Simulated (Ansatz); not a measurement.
**Tin, hcp under PBEsol: ground state and equation of state**

What does PBEsol give for tin in the hcp structure? We relax it, solve it on a dense k-mesh, then scale the cell to 7 volumes from 88 to 112 % of the relaxed one and try a fit of the equation of state. Spin polarisation is left out. The k-meshes are 11×11×6 for the relaxation; 18×18×10 for the dense run; 12×12×7 for the volumes.

Program: Ansatz 0.2.0. Level of theory: DFT PBEsol, plane waves (420 eV) with PAW, scalar-relativistic; PBE-made PAW files. These are calculated values, not measurements.

## 1. Starting point

It takes space group P6_3/mmc (No. 194, hexagonal). The conventional cell has a = 3.410 Å, b = 3.410 Å, c = 5.568 Å, α = 90.00°, β = 90.00°, γ = 120.00°. Sn (site symmetry -6m2) is surrounded by 12 Sn at 3.41 Å.

Coordinates:

```cif
data_structure
_symmetry_space_group_name_H-M 'P6_3/mmc'
_symmetry_Int_Tables_number 194
_cell_length_a 3.4099
_cell_length_b 3.4099
_cell_length_c 5.5683
_cell_angle_alpha 90.000
_cell_angle_beta 90.000
_cell_angle_gamma 120.000
_cell_volume 56.07
loop_
_atom_site_label
_atom_site_type_symbol
_atom_site_symmetry_multiplicity
_atom_site_Wyckoff_symbol
_atom_site_fract_x
_atom_site_fract_y
_atom_site_fract_z
_atom_site_occupancy
Sn1 Sn 2 c 0.33333 0.66667 0.25000 1
```

## 2. Relaxation of the cell

The input, input.yaml:

```yaml
crystal:
  lattice:
    - [3.4098662044, 0.0, 0.0]
    - [-1.7049331022, 2.9530307565, 0.0]
    - [0.0, 0.0, 5.5683115117]
  atoms:
    - { symbol: Sn, position: [0.3333333333, 0.6666666667, 0.25] }
    - { symbol: Sn, position: [0.6666666667, 0.3333333333, 0.75] }
hamiltonian:
  xc: pbesol
  pseudopotentials:
    kind: paw
    azcp:
      Sn: "pseudopotentials/Sn.paw.azcp"
basis:
  ecutwfc: 420
  fft_grid_basis: typed
kpoints:
  mp_grid: { grid: [11, 11, 6], shift: [0, 0, 0] }
magnetization:
  spin_polarized: false
scf:
  occupations: { method: fermi_dirac, width: 0.1 }
relax:
  max_steps: 60
  f_tol: 0.01
  cell: {}
output:
  write_density: true
  write_potential: true
  elf: true
  volumetric_format: npy
```

The program printed (excerpt; [...] marks lines left out):

```text
Warning: <dir> the record states the generating functional pbe (its physics header spells it `PBE`), which answers neither for hamiltonian.xc's functional nor for the pbesol family's — results may be inconsistent (PPs are generated against a specific XC)
Warning: RAYON_NUM_THREADS=2 ignored (pool sized by the plan → 2); use --threads N
[...]
Pseudopotentials: kind: paw
Pseudopotential: Sn, paw, valence charge 14, recommended cutoff 420 eV (normal), <dir>
Functional definition: PBEsol
[...]
Crystal: 2 atoms, lattice volume = 56.070 Å³
Basis set: ecut = 420 eV, 1099 PW (Γ), exchange–correlation on 48×48×80 points (8 copies of the dense FFT grid, shifted against one another)
Bands: 18, of which v1, the nominal top of the filled ones, is band 14 counted from 1 (13 counted from 0)
Symmetry: 24 space group operations
Space group: P63/mmc (ITA 194), of the structure as read, at distance tolerance 3.8e-5 Å
k-points: 64 of 726
[...]
SCF iter   1: F=—  HF=-11899.523148 eV  |F-HF|=—  |Δ(HF+E_count)|=         —  Δρ=2.25e-3  dr2=1.86e-3  ethr=1.77e-3  ⟨swp⟩=5.4  Hψ=5545  notcnv=0
[...]
relax step   1: F+E_penalty+E_count = -11899.52039367 eV  Δ(F+E_penalty+E_count) = +0.000e0 eV  max|allowed force component| = 1.850e-17 eV/Å  Δτ_max = 0.0000 Å  P = -3.163 GPa  Ω = 56.070 Å³  (6 SCF iters, dr2 threshold 1.00e-7 eV, accepted)
[...]
relax step   4: F+E_penalty+E_count = -11899.56247615 eV  Δ(F+E_penalty+E_count) = -3.521e-5 eV  max|allowed force component| = 3.007e-17 eV/Å  Δτ_max = 0.0000 Å  P = -0.001 GPa  Ω = 52.463 Å³  energy of the carried Pulay correction = +7.728e-4 eV  (3 SCF iters, dr2 threshold 2.25e-8 eV, accepted)
[...]
relax step   5: F+E_penalty+E_count = -11899.56170879 eV  Δ(F+E_penalty+E_count) = +7.674e-4 eV  max|allowed force component| = 3.007e-17 eV/Å  Δτ_max = 0.0000 Å  P = -0.004 GPa  Ω = 52.463 Å³  stress off target by 6.39e-3 GPa  SCF on the basis re-selected at this cell (its energy is not [...]
SCF converged after 5 iterations
Free energy (F): -11899.561709 eV
[...]
E sigma→0 (E₀):  -11899.546636 eV
Entropy (-TS):   -0.030145 eV (-15.072 meV/atom)
Fermi energy:    11.276239 eV
[...]
--- Forces (eV/Å), atoms counted from 1 ---
  atom   1  Sn     0.00000000    -0.00000000    -0.00000000
  atom   2  Sn     0.00000000     0.00000000     0.00000000
[...]
--- Stress (GPa, compression-positive) ---
       -0.006387      -0.000000       0.000000
        0.000000      -0.006387       0.000000
        0.000000       0.000000       0.000949
  P = ⅓ Tr σ = -0.0039 GPa (-0.039 kbar)
--- Band table (eV; the first three rows and the last of 64) ---
  k-point 0: bands = ["-10.2285", "-10.2245", "-10.2100", "-10.2100", "-10.1985", "-10.1985", "-10.1555", "-10.1555", "-10.0575", "-10.0575", "-0.1334", "4.2241", "6.4075", "17.4195", "17.4195", "19.0310", "19.1819", "19.1819"]
[...]
--- Relaxed structure (4 steps of the walk, 4 accepted, 1 SCFs on fresh bases) ---
  F+E_penalty+E_count = -11899.56170879 eV   max|allowed force component| = 3.007e-17 eV/Å   (the final SCF, on the basis selected at the relaxed cell)
  cell:  # Å, volume = 52.4634 Å³
    - [3.314933367956193, 8.007095244021163e-34, -1.1438707491458803e-34]
    - [-1.6574666839780965, 2.870816508502771, 1.5625565019792094e-34]
    - [-1.867940933331835e-34, 1.867940933331835e-34, 5.512851202700974]
  atoms:
    - { symbol: Sn, position: [0.33333333333333337, 0.6666666666666667, 0.25] }
    - { symbol: Sn, position: [0.6666666666666667, 0.33333333333333337, 0.7500000000000001] }
```

Wall time 7.4 s (2 threads of Arm Neoverse V1, shared host); peak memory 0.36 GiB.

The walk, from the log:

```
step  energy change (meV/atom)  largest force (eV/Å)  pressure (GPa)  volume (Å³/atom)
   1                      0.00                0.0000           -3.16            28.035
   2                    -20.54                0.0000            0.63            25.945
   3                    -21.02                0.0000           -0.07            26.265
   4                    -21.04                0.0000            0.00            26.232
   5                    -20.66                0.0000            0.00            26.232
```

Steps that repeat a cell are solved on a basis chosen anew, so their changes of energy are no gain of the relaxation.

Changes in the cell that was computed:

|  | before | after | change |
| --- | --- | --- | --- |
| a (Å) | 3.410 | 3.315 | -2.8 % |
| b (Å) | 3.410 | 3.315 | -2.8 % |
| c (Å) | 5.568 | 5.513 | -1.0 % |
| volume (Å³/atom) | 28.035 | 26.232 | -6.4 % |
| shortest distance (Å) | 3.410 | 3.315 | -2.8 % |
| space group (spins left aside) | P6_3/mmc | P6_3/mmc | same |

## 3. Dense single point

Edit input.yaml of step 2 so:

```diff
@@ -2,5 +2,5 @@
   lattice:
-    - [3.4098662044, 0.0, 0.0]
-    - [-1.7049331022, 2.9530307565, 0.0]
-    - [0.0, 0.0, 5.5683115117]
+    - [3.314933368, 0.0, 0.0]
+    - [-1.657466684, 2.8708165085, 0.0]
+    - [0.0, 0.0, 5.5128512027]
   atoms:
@@ -18,3 +18,3 @@
 kpoints:
-  mp_grid: { grid: [11, 11, 6], shift: [0, 0, 0] }
+  mp_grid: { grid: [18, 18, 10], shift: [0, 0, 0] }
 magnetization:
@@ -23,6 +23,2 @@
   occupations: { method: fermi_dirac, width: 0.1 }
-relax:
-  max_steps: 60
-  f_tol: 0.01
-  cell: {}
 output:
```

The program printed (excerpt; [...] marks lines left out):

```text
Warning: <dir> the record states the generating functional pbe (its physics header spells it `PBE`), which answers neither for hamiltonian.xc's functional nor for the pbesol family's — results may be inconsistent (PPs are generated against a specific XC)
Warning: RAYON_NUM_THREADS=2 ignored (pool sized by the plan → 2); use --threads N
[...]
[... 3 set-up lines as earlier in the session ...]
[...]
Crystal: 2 atoms, lattice volume = 52.463 Å³
Basis set: ecut = 420 eV, 1051 PW (Γ)
Bands: 18, of which v1, the nominal top of the filled ones, is band 14 counted from 1 (13 counted from 0)
[... 1 set-up line as earlier in the session ...]
Space group: P63/mmc (ITA 194), of the structure as read, at distance tolerance 3.7e-5 Å
k-points: 222 of 3240
[...]
SCF iter   1: F=—  HF=-11899.542051 eV  |F-HF|=—  |Δ(HF+E_count)|=         —  Δρ=2.48e-3  dr2=2.02e-3  ethr=1.77e-3  ⟨swp⟩=5.4  Hψ=19181  notcnv=0
[...]
SCF iter   7: F=-11899.539282 eV  HF=-11899.539282 eV  |F-HF|=4.74e-8  |Δ(HF+E_count)|=   8.21e-7  Δρ=1.20e-5  dr2=3.90e-8  ethr=3.57e-10  ⟨swp⟩=1.4  Hψ=12297  notcnv=0
[...]
SCF converged after 7 iterations
Free energy (F): -11899.539282 eV
[...]
E sigma→0 (E₀):  -11899.520140 eV
Entropy (-TS):   -0.038283 eV (-19.142 meV/atom)
Fermi energy:    11.240642 eV
[...]
--- Band table (eV; the first three rows and the last of 222) ---
  k-point 0: bands = ["-10.2267", "-10.2228", "-10.2111", "-10.2111", "-10.1996", "-10.1996", "-10.1543", "-10.1543", "-10.0562", "-10.0562", "-0.1336", "4.2230", "6.4092", "17.4193", "17.4193", "19.0323", "19.1816", "19.1816"]
[...]
```

Wall time 5.7 s (2 threads of Arm Neoverse V1, shared host); peak memory 0.43 GiB.

Density in a lattice plane of the grid's cell (edges 3.31 and 5.51 Å, at 0.333 of the third edge), which holds Sn.

Ten even steps from ' ' (0.10 e/Å³) to '@' (15.25 e/Å³):
```
                            
                            
                ..::::..    
              ::==****--..  
              ::**@@@@++..  
              ::==****--..  
                ..::::..    
                            
                            
                            
                            
                            
                            
                            
                            
                            
                            
                            
                            
                            
```
Columns run along the first of these edges and rows up along the second, over one cell in 14 and 20 even steps from the bottom left corner. Atoms in the plane (fractional): Sn at (0.67, 0.75).

ELF in the same plane.

Ten even steps from '0' (0.00) to '9' (0.36):
```
86667899999999
97678999988999
99789998533689
99899984100269
99999983000158
99899984100269
99789998533689
97678999988999
86667899999999
76666789999987
88888877777777
99999987666678
99999998666789
99999998766799
99999998766799
99999998766799
99999998666789
99999987666678
88888877777777
76666789999987
```
Columns run along the first of these edges and rows up along the second, over one cell in 14 and 20 even steps from the bottom left corner. Atoms in the plane (fractional): Sn at (0.67, 0.75).

Both are smooth fields of the valence electrons: close to the nuclei they are not physical.

## 4. Volume × 0.88

Edit input.yaml of step 3 so:

```diff
@@ -2,5 +2,5 @@
   lattice:
-    - [3.314933368, 0.0, 0.0]
-    - [-1.657466684, 2.8708165085, 0.0]
-    - [0.0, 0.0, 5.5128512027]
+    - [3.1766475128, 0.0, 0.0]
+    - [-1.5883237564, 2.751057445, 0.0]
+    - [0.0, 0.0, 5.2828769443]
   atoms:
@@ -18,3 +18,3 @@
 kpoints:
-  mp_grid: { grid: [18, 18, 10], shift: [0, 0, 0] }
+  mp_grid: { grid: [12, 12, 7], shift: [0, 0, 0] }
 magnetization:
@@ -23,3 +23,5 @@
   occupations: { method: fermi_dirac, width: 0.1 }
+  lower_state_search: "off"
 output:
+  stress: true
   write_density: true
```

The program printed (excerpt; [...] marks lines left out):

```text
Warning: <dir> the record states the generating functional pbe (its physics header spells it `PBE`), which answers neither for hamiltonian.xc's functional nor for the pbesol family's — results may be inconsistent (PPs are generated against a specific XC)
Warning: RAYON_NUM_THREADS=2 ignored (pool sized by the plan → 2); use --threads N
[...]
[... 3 set-up lines as earlier in the session ...]
[...]
Crystal: 2 atoms, lattice volume = 46.168 Å³
Basis set: ecut = 420 eV, 893 PW (Γ)
Bands: 18, of which v1, the nominal top of the filled ones, is band 14 counted from 1 (13 counted from 0)
[... 1 set-up line as earlier in the session ...]
Space group: P63/mmc (ITA 194), of the structure as read, at distance tolerance 3.6e-5 Å
k-points: 76 of 1008
[...]
SCF iter   1: F=—  HF=-11899.359604 eV  |F-HF|=—  |Δ(HF+E_count)|=         —  Δρ=2.87e-3  dr2=2.20e-3  ethr=1.77e-3  ⟨swp⟩=5.5  Hψ=6602  notcnv=0
[...]
SCF iter   7: F=-11899.357031 eV  HF=-11899.357031 eV  |F-HF|=4.67e-10  |Δ(HF+E_count)|=   6.20e-8  Δρ=2.62e-6  dr2=3.30e-9  ethr=3.57e-10  ⟨swp⟩=9.2  Hψ=9598  notcnv=0
[...]
SCF converged after 7 iterations
Free energy (F): -11899.357031 eV
[...]
E sigma→0 (E₀):  -11899.339181 eV
Entropy (-TS):   -0.035701 eV (-17.851 meV/atom)
Fermi energy:    13.340607 eV
[...]
--- Stress (GPa, compression-positive) ---
       10.538993       0.000000       0.000000
        0.000000      10.538993       0.000000
        0.000000       0.000000       7.591543
  P = ⅓ Tr σ = 9.5565 GPa (95.565 kbar)
--- Band table (eV; the first three rows and the last of 76) ---
  k-point 0: bands = ["-8.2679", "-8.2598", "-8.2326", "-8.2326", "-8.2143", "-8.2143", "-8.1503", "-8.1503", "-8.0066", "-8.0066", "0.9137", "6.0564", "7.7425", "20.3151", "20.3151", "22.1610", "22.3034", "22.3034"]
[...]
```

It took 2.3 s on 2 threads of Arm Neoverse V1, shared host; peak memory 0.34 GiB.

(Part 1 of 2 ends here.)
